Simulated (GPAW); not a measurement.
## MoS2: band structure with r2SCAN

Slab: MoS2, a slab with vacuum.

```
Mo S
1.0
     3.18454    0.00000    0.00000
    -1.59227    2.75789    0.00000
     0.00000    0.00000   21.67053
Mo S
2 4
Direct
  0.33333 0.66667 0.85116
  0.66667 0.33333 0.14884
  0.66667 0.33333 0.77963
  0.33333 0.66667 0.07725
  0.66667 0.33333 0.92275
  0.33333 0.66667 0.22037
```

```yaml
Program: GPAW 26.7.0
Task: band structure
Functional: r2SCAN
Potentials_or_basis: GPAW PAW data sets (gpaw-data 1.2.1)
Cutoff: 600 eV
Basis: pw
k_mesh: 6 × 6 × 1
Occupations: fermi-dirac, width 0.05 eV
Spin: no spin polarisation
Ranks: 4
Maxiter: 150
Band_path: GMKGALHA,LM,KH
Band_points: 100
```

```
Largest force           : 0.046 eV/Å
Band gap on the k mesh  : 1.32 eV, indirect (least direct gap 1.73 eV)
Band gap along the path : 1.32 eV, indirect (least direct gap 1.73 eV)
```

Forces on the atoms (eV/Å):
```
Mo   0.000  0.000  0.005
Mo   0.000  0.000 -0.005
S    0.000  0.000 -0.046
S    0.000  0.000 -0.034
S    0.000  0.000  0.034
S    0.000  0.000  0.046
```

Stress tensor (GPa, compression positive):
```
0.08 0.00 0.00
0.00 0.08 0.00
0.00 0.00 0.18
```

Levels at the corners of the path, in eV from the valence-band top:
| point | band 24 | band 25 | band 26 | band 27 | band 28 | band 29 |
| --- | --- | --- | --- | --- | --- | --- |
| Γ | -1.83 | -0.49 | 0.00 | 2.53 | 2.53 | 2.54 |
| M | -1.50 | -1.05 | -1.02 | 1.93 | 1.95 | 2.43 |
| K | -2.63 | -0.46 | -0.41 | 1.32 | 1.32 | 2.71 |
| Γ | -1.83 | -0.49 | 0.00 | 2.53 | 2.53 | 2.54 |
| A | -1.83 | -0.49 | 0.00 | 2.53 | 2.53 | 2.54 |
| L | -1.50 | -1.05 | -1.02 | 1.93 | 1.95 | 2.43 |
| H | -2.63 | -0.46 | -0.41 | 1.32 | 1.32 | 2.71 |
| A | -1.83 | -0.49 | 0.00 | 2.53 | 2.53 | 2.54 |
| L | -1.50 | -1.05 | -1.02 | 1.93 | 1.95 | 2.43 |
| M | -1.50 | -1.05 | -1.02 | 1.93 | 1.95 | 2.43 |
| K | -2.63 | -0.46 | -0.41 | 1.32 | 1.32 | 2.71 |
| H | -2.63 | -0.46 | -0.41 | 1.32 | 1.32 | 2.71 |

Run time: 7.4 min on 4 MPI ranks on Intel(R) Xeon(R) Platinum 8259CL CPU @ 2.50GHz (Skylake/Cascade Lake), with other jobs on the host, peak memory 0.66 GiB a rank.

Caveat: the PAW data sets were made with another functional, which shifts forces and pressure a little. r2SCAN opens gaps a little over a GGA but as a rule still falls short of measured ones.
